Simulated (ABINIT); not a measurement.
# Beyond one shot: F (C2/m), part 2 of 3

How far does self-consistency move the gap of F (C2/m)?

ABINIT 10.8.3; LDA and many-body steps on it, plane waves. Known limits of the many-body steps: not at the basis limit; coarse k mesh.

So far. Step 5 (evGW0, cycle 1): Against G0W0 in ABINIT (4×4×2 mesh, 49 bands, screening to 106.1 eV, Godby-Needs plasmon pole), the gap moves by +1.439 eV. This first cycle still uses the starting levels; it takes the full correction, at all points of the mesh, and its linearised value is 7.985 eV. Step 6 (evGW0, cycle 2): Against the cycle before, the gap moves by −0.366 eV.

## (7) evGW0, cycle 3

Level of this step: evGW0 on LDA, plane waves, norm-conserving pseudopotentials (ABINIT).

File run.abi:

```
acell 3*1.0 Angstrom
rprim 
  2.650494272500 -1.517320773400 0.000000000000
  2.650494272500 1.517320773400 -0.000000000000
  -2.103423892600 -0.000000000000 6.726107507300
ntypat 1
znucl 9
natom 4
typat 1 1 1 1
xred 
  0.504495130000 0.504495130000 0.400850110000
  0.085358160000 0.085358160000 0.098603260000
  0.495504870000 0.495504870000 0.599149890000
  0.914641840000 0.914641840000 0.901396740000
pp_dirpath "pseudos"
pseudos "F.upf"
ecut 36
ngkpt 4 4 2
nshiftk 1
shiftk 0 0 0
kptopt 1
chksymbreak 0
istwfk *1
occopt 1
irdwfk 1
optdriver 4
nband 49
gwcalctyp 10
ecutsigx 36
symsigma 1
nkptgw 14
kptgw 
  0.0000000000 0.0000000000 0.0000000000
  0.2500000000 0.0000000000 0.0000000000
  0.5000000000 0.0000000000 0.0000000000
  0.2500000000 0.2500000000 0.0000000000
  0.5000000000 0.2500000000 0.0000000000
  -0.2500000000 0.2500000000 0.0000000000
  0.5000000000 0.5000000000 0.0000000000
  0.0000000000 0.0000000000 0.5000000000
  0.2500000000 0.0000000000 0.5000000000
  0.5000000000 0.0000000000 0.5000000000
  0.2500000000 0.2500000000 0.5000000000
  0.5000000000 0.2500000000 0.5000000000
  -0.2500000000 0.2500000000 0.5000000000
  0.5000000000 0.5000000000 0.5000000000
bdgw 
  5 18
  5 18
  5 18
  5 18
  5 18
  5 18
  5 18
  5 18
  5 18
  5 18
  5 18
  5 18
  5 18
  5 18
ecuteps 3.9
irdscr 1
ppmodel 1
irdqps 1
indata_prefix "in"
outdata_prefix "out"
tmpdata_prefix "tmp"
```

Launch:

```
> OMP_NUM_THREADS=1 mpirun -n 8 abinit run.abi > log
```

The log of the run:

```text
.Version 10.8.3 of ABINIT. v10.8.2 released Aug 2026.

 Symmetries : space group C2/m (# 12); Bravais mC (1-face-center monocl.)
[... echo of the input left out ...]
== DATASET  1 ==================================================================
-   mpi_nproc: 8, omp_nthreads: 1 (-1 if OMP is not activated)

--- !DatasetInfo
iteration_state: {dtset: 1, }
dimensions: {natom: 4, nkpt: 14, mband: 49, nsppol: 1, nspinor: 1, nspden: 1, mpw: 3789, }
cutoff_energies: {ecut:  36.0, pawecutdg:  -1.0, }
[...]
.  kptgw no:  3; Maximum DeltaE = (   0.030   0.000) for band index:  2
[...]
.  kptgw no: 13; Maximum DeltaE = (   0.022   0.000) for band index:  1
.  kptgw no: 14; Maximum DeltaE = (   0.024  -0.001) for band index:  2

== END DATASET(S) ==============================================================
================================================================================

 -outvars: echo values of variables after computation  --------
           etotal      0.0000000000E+00
            nband          49
             nkpt          14
          spgroup          12
 [... the other variables as echoed above ...]

 Calculation completed.
```

It took 46 s on 8 MPI ranks of Arm Neoverse V1, shared host; peak memory 2.9 GiB; 6.1 min of CPU time.

This step gave:

- quasiparticle gap on the mesh: 9.077 eV
- gap of the density functional on the mesh: 2.161 eV
- k of the valence top: 0.5, 0.5, 0
- k of the conduction bottom: 0, 0, 0
- least direct quasiparticle gap on the computed points: 9.151 eV

Against the cycle before, the gap moves by +0.019 eV.

## (8) evGW0, cycle 4

run.abi is that of step 7.

The log of the run:

```text
.Version 10.8.3 of ABINIT. v10.8.2 released Aug 2026.

 Symmetries : space group C2/m (# 12); Bravais mC (1-face-center monocl.)
[... echo of the input left out ...]
== DATASET  1 ==================================================================
-   mpi_nproc: 8, omp_nthreads: 1 (-1 if OMP is not activated)

--- !DatasetInfo
iteration_state: {dtset: 1, }
dimensions: {natom: 4, nkpt: 14, mband: 49, nsppol: 1, nspinor: 1, nspden: 1, mpw: 3789, }
cutoff_energies: {ecut:  36.0, pawecutdg:  -1.0, }
[...]
.  kptgw no:  3; Maximum DeltaE = (   0.000  -0.000) for band index:  3
[...]
.  kptgw no: 13; Maximum DeltaE = (  -0.001   0.001) for band index:  4
.  kptgw no: 14; Maximum DeltaE = (   0.000   0.004) for band index:  3

== END DATASET(S) ==============================================================
================================================================================

 -outvars: echo values of variables after computation  --------
           etotal      0.0000000000E+00
            nband          49
             nkpt          14
          spgroup          12
 [... the other variables as echoed above ...]

 Calculation completed.
```

Wall time 46 s (8 MPI ranks); peak memory 2.9 GiB; 6.1 min of CPU time.

This step gave:

- quasiparticle gap on the mesh: 9.076 eV
- gap of the density functional on the mesh: 2.161 eV
- k of the valence top: 0.5, 0.5, 0
- k of the conduction bottom: 0, 0, 0
- least direct quasiparticle gap on the computed points: 9.15 eV

Against the cycle before, the gap moves by −0.001 eV.

## (9) Screening, 4×4×2 mesh, 49 bands, screening to 106.1 eV

This step: RPA screening on LDA, plane waves, norm-conserving pseudopotentials.

File run.abi:

```
acell 3*1.0 Angstrom
rprim 
  2.650494272500 -1.517320773400 0.000000000000
  2.650494272500 1.517320773400 -0.000000000000
  -2.103423892600 -0.000000000000 6.726107507300
ntypat 1
znucl 9
natom 4
typat 1 1 1 1
xred 
  0.504495130000 0.504495130000 0.400850110000
  0.085358160000 0.085358160000 0.098603260000
  0.495504870000 0.495504870000 0.599149890000
  0.914641840000 0.914641840000 0.901396740000
pp_dirpath "pseudos"
pseudos "F.upf"
ecut 36
ngkpt 4 4 2
nshiftk 1
shiftk 0 0 0
kptopt 1
chksymbreak 0
istwfk *1
occopt 1
irdwfk 1
optdriver 3
nband 49
ecuteps 3.9
inclvkb 2
awtr 1
symchi 1
gwcalctyp 10
mbpt_sciss 7.118 eV
nqptdm 1
qptdm 
  0 0 0
indata_prefix "in"
outdata_prefix "out"
tmpdata_prefix "tmp"
```

The log of the run:

```text
.Version 10.8.3 of ABINIT. v10.8.2 released Aug 2026.

 Symmetries : space group C2/m (# 12); Bravais mC (1-face-center monocl.)
[... echo of the input left out ...]
== DATASET  1 ==================================================================
-   mpi_nproc: 8, omp_nthreads: 1 (-1 if OMP is not activated)

--- !DatasetInfo
iteration_state: {dtset: 1, }
dimensions: {natom: 4, nkpt: 14, mband: 49, nsppol: 1, nspinor: 1, nspden: 1, mpw: 3789, }
cutoff_energies: {ecut:  36.0, pawecutdg:  -1.0, }
electrons: {nelect:   2.80000000E+01, charge:   0.00000000E+00, occopt:   1.00000000E+00, tsmear:   1.00000000E-02, }

 SCREENING: Calculation of the susceptibility and dielectric matrices

 Based on a program developped by R.W. Godby, V. Olevano, G. Onida, and L. Reining.
 Incorporated in ABINIT by V. Olevano, G.-M. Rignanese, and M. Torrent.
.Using double precision arithmetic ; gwpc =  8

[... cell and pseudopotentials left out ...]
--------------------------------------------------------------------------------

 ==== K-mesh for the wavefunctions ====
 Number of points in the irreducible wedge :    14
[... list of points left out ...]
 Together with  4 symmetry operations and time-reversal symmetry
 yields    32 points in the full Brillouin Zone.

 ==== Q-mesh for the screening function ====
 Number of points in the irreducible wedge :    14
[... list of points left out ...]
 Together with  4 symmetry operations and time-reversal symmetry
 yields    32 points in the full Brillouin Zone.

 setmesh: FFT mesh size selected  =    20x   20x   45
          total number of points  =        18000

 vcoul_init : cutoff-mode = AUXILIARY_FUNCTION
 q-points for optical limit:   1
     1)      0.000010    0.000020    0.000030

 Dielectric matrix will be calculated only for some
 selected q points provided by the user through the input variables
 nqptdm and qptdm

- screening: taking advantage of time-reversal symmetry
- Maximum band index for partially occupied states nbvw = 14
- Remaining bands to be divided among processors   nbcw = 35
- Number of bands treated by each node ~4

 rdqps: reading QP wavefunctions of the previous step
        looking for file in_QPS
 file not found, 1st iteration initialized with KS eigenelements

 screening : performing a first self-consistency
 update of the energies in W by a scissor operator
 applying a scissor operator of [eV] :   7.118

 Number of electrons calculated from density =   28.0000; Expected =   28.0000
 average of density, n =  0.076694
 r_s =    1.4601
 omega_plasma =   26.7139 [eV]

 calculating chi0 at frequencies [eV] :
  1    0.000000E+00    0.000000E+00
  2    0.000000E+00    2.671390E+01

--------------------------------------------------------------------------------
  q-point number  1        q = ( 0.000000, 0.000000, 0.000000) [r.l.u.]
--------------------------------------------------------------------------------
[... chi0 elements left out ...]
 For q-point:  0.000010 0.000020 0.000030
  dielectric constant =   1.7348
  dielectric constant without local fields =   1.9315

  Average fulfillment of the sum rule on Im[epsilon] for q-point    1 :     49.94  [%]
[... wings left out ...]
== END DATASET(S) ==============================================================
================================================================================

 -outvars: echo values of variables after computation  --------
           etotal      0.0000000000E+00
            nband          49
             nkpt          14
          spgroup          12
 [... the other variables as echoed above ...]

 Calculation completed.
```

The job ended after 3.6 s (8 MPI ranks; peak memory 1.3 GiB; 28 s of CPU time).

This step gave:

| Item | Value |
| --- | --- |
| ε∞ with local fields, on this mesh, along the program's q direction | 1.735 |
| the same without local fields | 1.931 |
| plasma frequency | 26.71 eV |
| plane waves in the screening matrix | 143 |

This screening uses the functional's bands under a rigid shift, the mean opening of the cycle before.

## (10) Screening, 4×4×2 mesh, 49 bands, screening to 106.1 eV

This step: RPA screening on LDA from quasiparticle energies, plane waves, norm-conserving pseudopotentials.

run.abi: that of step 9 with these lines changed.

```diff
@@ -31,7 +31,19 @@
 symchi 1
+irdqps 1
 gwcalctyp 10
-mbpt_sciss 7.118 eV
-nqptdm 1
+nqptdm 13
 qptdm 
-  0 0 0
+  0.2500000000 0.0000000000 0.0000000000
+  0.5000000000 0.0000000000 0.0000000000
+  0.2500000000 0.2500000000 0.0000000000
+  0.5000000000 0.2500000000 0.0000000000
+  -0.2500000000 0.2500000000 0.0000000000
+  0.5000000000 0.5000000000 0.0000000000
+  0.0000000000 0.0000000000 0.5000000000
+  0.2500000000 0.0000000000 0.5000000000
+  0.5000000000 0.0000000000 0.5000000000
+  0.2500000000 0.2500000000 0.5000000000
+  0.5000000000 0.2500000000 0.5000000000
+  -0.2500000000 0.2500000000 0.5000000000
+  0.5000000000 0.5000000000 0.5000000000
 indata_prefix "in"
```

File mrgscr.stdin:

```
2
merged
q0_SCR
out_SCR
1
```

Launch:

```
> OMP_NUM_THREADS=1 mpirun -n 8 abinit run.abi > log; mrgscr < mrgscr.stdin
```

The log of the run:

```text
.Version 10.8.3 of ABINIT. v10.8.2 released Aug 2026.

 Symmetries : space group C2/m (# 12); Bravais mC (1-face-center monocl.)
[... echo of the input left out ...]
== DATASET  1 ==================================================================
-   mpi_nproc: 8, omp_nthreads: 1 (-1 if OMP is not activated)

--- !DatasetInfo
iteration_state: {dtset: 1, }
dimensions: {natom: 4, nkpt: 14, mband: 49, nsppol: 1, nspinor: 1, nspden: 1, mpw: 3789, }
cutoff_energies: {ecut:  36.0, pawecutdg:  -1.0, }
[...]
q-point number  1        q = ( 0.250000, 0.000000, 0.000000) [r.l.u.]
--------------------------------------------------------------------------------
[... chi0 elements left out ...]
  Average fulfillment of the sum rule on Im[epsilon] for q-point    2 :     45.39  [%]

--------------------------------------------------------------------------------
  q-point number  2        q = ( 0.500000, 0.000000, 0.000000) [r.l.u.]
--------------------------------------------------------------------------------
[... chi0 elements left out ...]
  Average fulfillment of the sum rule on Im[epsilon] for q-point    3 :     37.72  [%]

 [... 11 further q-points ...]
```

Wall time 7.8 s (8 MPI ranks); peak memory 1.2 GiB.

Numbers from this step:

```yaml
plasma_frequency: 26.71 eV
plane_waves_in_the_screening_matrix: 143
```

This screening reads the quasiparticle levels of the cycle before.

## (11) evGW, cycle 1

This step: evGW on LDA, plane waves, norm-conserving pseudopotentials.

run.abi: that of step 10 with these lines changed.

```diff
@@ -25,12 +25,10 @@
 irdwfk 1
-optdriver 3
+optdriver 4
 nband 49
-ecuteps 3.9
-inclvkb 2
-awtr 1
-symchi 1
-irdqps 1
 gwcalctyp 10
-nqptdm 13
-qptdm 
+ecutsigx 36
+symsigma 1
+nkptgw 14
+kptgw 
+  0.0000000000 0.0000000000 0.0000000000
   0.2500000000 0.0000000000 0.0000000000
@@ -48,2 +46,21 @@
   0.5000000000 0.5000000000 0.5000000000
+bdgw 
+  5 18
+  5 18
+  5 18
+  5 18
+  5 18
+  5 18
+  5 18
+  5 18
+  5 18
+  5 18
+  5 18
+  5 18
+  5 18
+  5 18
+ecuteps 3.9
+irdscr 1
+ppmodel 1
+irdqps 1
 indata_prefix "in"
```

Launch:

```
> OMP_NUM_THREADS=1 mpirun -n 8 abinit run.abi > log
```

The log of the run:

```text
.Version 10.8.3 of ABINIT. v10.8.2 released Aug 2026.

 Symmetries : space group C2/m (# 12); Bravais mC (1-face-center monocl.)
[... echo of the input left out ...]
== DATASET  1 ==================================================================
-   mpi_nproc: 8, omp_nthreads: 1 (-1 if OMP is not activated)

--- !DatasetInfo
iteration_state: {dtset: 1, }
dimensions: {natom: 4, nkpt: 14, mband: 49, nsppol: 1, nspinor: 1, nspden: 1, mpw: 3789, }
cutoff_energies: {ecut:  36.0, pawecutdg:  -1.0, }
[...]
.  kptgw no:  3; Maximum DeltaE = (   0.525  -0.000) for band index:  3
[...]
.  kptgw no: 13; Maximum DeltaE = (   0.588   0.000) for band index:  4
.  kptgw no: 14; Maximum DeltaE = (  -0.820   0.000) for band index:  6

== END DATASET(S) ==============================================================
================================================================================

 -outvars: echo values of variables after computation  --------
           etotal      0.0000000000E+00
            nband          49
             nkpt          14
          spgroup          12
 [... the other variables as echoed above ...]

 Calculation completed.
```

Wall time 46 s (8 MPI ranks); peak memory 2.9 GiB; 6.1 min of CPU time.

This step gave:

| Item | Value |
| --- | --- |
| quasiparticle gap on the mesh | 10.82 eV |
| gap of the density functional on the mesh | 2.161 eV |
| k of the valence top | 0.5, 0.5, 0 |
| k of the conduction bottom | 0, 0, 0 |
| least direct quasiparticle gap on the computed points | 10.90 eV |

Against G0W0 in ABINIT (4×4×2 mesh, 49 bands, screening to 106.1 eV, Godby-Needs plasmon pole), the gap moves by +2.836 eV.

## (12) Screening, 4×4×2 mesh, 49 bands, screening to 106.1 eV

This step: RPA screening on LDA, plane waves, norm-conserving pseudopotentials.

File run.abi:

```
acell 3*1.0 Angstrom
rprim 
  2.650494272500 -1.517320773400 0.000000000000
  2.650494272500 1.517320773400 -0.000000000000
  -2.103423892600 -0.000000000000 6.726107507300
ntypat 1
znucl 9
natom 4
typat 1 1 1 1
xred 
  0.504495130000 0.504495130000 0.400850110000
  0.085358160000 0.085358160000 0.098603260000
  0.495504870000 0.495504870000 0.599149890000
  0.914641840000 0.914641840000 0.901396740000
pp_dirpath "pseudos"
pseudos "F.upf"
ecut 36
ngkpt 4 4 2
nshiftk 1
shiftk 0 0 0
kptopt 1
chksymbreak 0
istwfk *1
occopt 1
irdwfk 1
optdriver 3
nband 49
ecuteps 3.9
inclvkb 2
awtr 1
symchi 1
gwcalctyp 10
mbpt_sciss 8.930 eV
nqptdm 1
qptdm 
  0 0 0
indata_prefix "in"
outdata_prefix "out"
tmpdata_prefix "tmp"
```

The log of the run:

```text
.Version 10.8.3 of ABINIT. v10.8.2 released Aug 2026.

 Symmetries : space group C2/m (# 12); Bravais mC (1-face-center monocl.)
[... echo of the input left out ...]
== DATASET  1 ==================================================================
-   mpi_nproc: 8, omp_nthreads: 1 (-1 if OMP is not activated)

--- !DatasetInfo
iteration_state: {dtset: 1, }
dimensions: {natom: 4, nkpt: 14, mband: 49, nsppol: 1, nspinor: 1, nspden: 1, mpw: 3789, }
cutoff_energies: {ecut:  36.0, pawecutdg:  -1.0, }
[...]
[... chi0 elements left out ...]
 For q-point:  0.000010 0.000020 0.000030
  dielectric constant =   1.6737
  dielectric constant without local fields =   1.8438

  Average fulfillment of the sum rule on Im[epsilon] for q-point    1 :     53.14  [%]
[... wings left out ...]
== END DATASET(S) ==============================================================
================================================================================

 -outvars: echo values of variables after computation  --------
           etotal      0.0000000000E+00
            nband          49
             nkpt          14
          spgroup          12
 [... the other variables as echoed above ...]

 Calculation completed.
```

It took 3.6 s on 8 MPI ranks; peak memory 1.3 GiB.

This step gave:

```
ε∞ with local fields, on this mesh, along the program's q direction : 1.674
the same without local fields                                       : 1.844
plasma frequency                                                    : 26.71 eV
plane waves in the screening matrix                                 : 143
```

This screening uses the functional's bands under a rigid shift, the mean opening of the cycle before.

## (13) Screening, 4×4×2 mesh, 49 bands, screening to 106.1 eV

This step: RPA screening on LDA from quasiparticle energies, plane waves, norm-conserving pseudopotentials.

run.abi: that of step 12 with these lines changed.

```diff
@@ -31,7 +31,19 @@
 symchi 1
+irdqps 1
 gwcalctyp 10
-mbpt_sciss 8.930 eV
-nqptdm 1
+nqptdm 13
 qptdm 
-  0 0 0
+  0.2500000000 0.0000000000 0.0000000000
+  0.5000000000 0.0000000000 0.0000000000
+  0.2500000000 0.2500000000 0.0000000000
+  0.5000000000 0.2500000000 0.0000000000
+  -0.2500000000 0.2500000000 0.0000000000
+  0.5000000000 0.5000000000 0.0000000000
+  0.0000000000 0.0000000000 0.5000000000
+  0.2500000000 0.0000000000 0.5000000000
+  0.5000000000 0.0000000000 0.5000000000
+  0.2500000000 0.2500000000 0.5000000000
+  0.5000000000 0.2500000000 0.5000000000
+  -0.2500000000 0.2500000000 0.5000000000
+  0.5000000000 0.5000000000 0.5000000000
 indata_prefix "in"
```

mrgscr.stdin is that of step 10.

Launch:

```
> OMP_NUM_THREADS=1 mpirun -n 8 abinit run.abi > log; mrgscr < mrgscr.stdin
```

The log of the run:

```text
.Version 10.8.3 of ABINIT. v10.8.2 released Aug 2026.

 Symmetries : space group C2/m (# 12); Bravais mC (1-face-center monocl.)
[... echo of the input left out ...]
== DATASET  1 ==================================================================
-   mpi_nproc: 8, omp_nthreads: 1 (-1 if OMP is not activated)

--- !DatasetInfo
iteration_state: {dtset: 1, }
dimensions: {natom: 4, nkpt: 14, mband: 49, nsppol: 1, nspinor: 1, nspden: 1, mpw: 3789, }
cutoff_energies: {ecut:  36.0, pawecutdg:  -1.0, }
[...]
q-point number  1        q = ( 0.250000, 0.000000, 0.000000) [r.l.u.]
--------------------------------------------------------------------------------
[... chi0 elements left out ...]
  Average fulfillment of the sum rule on Im[epsilon] for q-point    2 :     47.30  [%]

--------------------------------------------------------------------------------
  q-point number  2        q = ( 0.500000, 0.000000, 0.000000) [r.l.u.]
--------------------------------------------------------------------------------
[... chi0 elements left out ...]
  Average fulfillment of the sum rule on Im[epsilon] for q-point    3 :     39.14  [%]

 [... 11 further q-points ...]
```

It took 7.8 s on 8 MPI ranks; peak memory 1.2 GiB.

Numbers from this step:

- plasma frequency: 26.71 eV
- plane waves in the screening matrix: 143

This screening reads the quasiparticle levels of the cycle before.

## (14) evGW, cycle 2

This step: evGW on LDA, plane waves, norm-conserving pseudopotentials.

run.abi: that of step 13 with these lines changed.

```diff
@@ -25,12 +25,10 @@
 irdwfk 1
-optdriver 3
+optdriver 4
 nband 49
-ecuteps 3.9
-inclvkb 2
-awtr 1
-symchi 1
-irdqps 1
 gwcalctyp 10
-nqptdm 13
-qptdm 
+ecutsigx 36
+symsigma 1
+nkptgw 14
+kptgw 
+  0.0000000000 0.0000000000 0.0000000000
   0.2500000000 0.0000000000 0.0000000000
@@ -48,2 +46,21 @@
   0.5000000000 0.5000000000 0.5000000000
+bdgw 
+  5 18
+  5 18
+  5 18
+  5 18
+  5 18
+  5 18
+  5 18
+  5 18
+  5 18
+  5 18
+  5 18
+  5 18
+  5 18
+  5 18
+ecuteps 3.9
+irdscr 1
+ppmodel 1
+irdqps 1
 indata_prefix "in"
```

Launch:

```
> OMP_NUM_THREADS=1 mpirun -n 8 abinit run.abi > log
```

The log of the run:

```text
.Version 10.8.3 of ABINIT. v10.8.2 released Aug 2026.

 Symmetries : space group C2/m (# 12); Bravais mC (1-face-center monocl.)
[... echo of the input left out ...]
== DATASET  1 ==================================================================
-   mpi_nproc: 8, omp_nthreads: 1 (-1 if OMP is not activated)

--- !DatasetInfo
iteration_state: {dtset: 1, }
dimensions: {natom: 4, nkpt: 14, mband: 49, nsppol: 1, nspinor: 1, nspden: 1, mpw: 3789, }
cutoff_energies: {ecut:  36.0, pawecutdg:  -1.0, }
[...]
.  kptgw no:  3; Maximum DeltaE = (  -0.064  -0.000) for band index:  5
[...]
.  kptgw no: 13; Maximum DeltaE = (   0.068   0.000) for band index:  3
.  kptgw no: 14; Maximum DeltaE = (   0.067   0.001) for band index:  3

== END DATASET(S) ==============================================================
================================================================================

 -outvars: echo values of variables after computation  --------
           etotal      0.0000000000E+00
            nband          49
             nkpt          14
          spgroup          12
 [... the other variables as echoed above ...]

 Calculation completed.
```

Run time: 46 s. Hardware: 8 MPI ranks; peak memory 2.9 GiB; 6.2 min of CPU time.

Numbers from this step:

| Quantity | Value |
| --- | --- |
| quasiparticle gap on the mesh | 11.05 eV |
| gap of the density functional on the mesh | 2.161 eV |
| k of the valence top | 0.5, 0.5, 0 |
| k of the conduction bottom | 0, 0, 0 |
| least direct quasiparticle gap on the computed points | 11.13 eV |

Against the cycle before, the gap moves by +0.229 eV.

(Continued in part 3 of 3.)

[Paths, hosts, dates, memory and timing lines, banners, echoed tables and standing remarks are left out of the program output.]

[Logs are printed without paths, hosts, clocks, repeated set-up lines and the standing remarks that a program may print on its own settings, such as how far it seeks lower states.]

[Runs of the session that timed out or met a known fault of the program may be left out.]

[Hosts, paths, dates, database ids (printed as entryN), source tags and the programs' standing remarks are cut or masked in the printed files.]

[G0W0 gaps are taken among the corrected bands and points alone; a level outside them can change the order at an edge.]

[Where Ansatz stands beside ABINIT at settings called matched, ABINIT's density can come from a denser mesh and the files from another edition; pairs whose starting gaps differed by over 0.03 eV were left out, so agreement reads better than it is.]
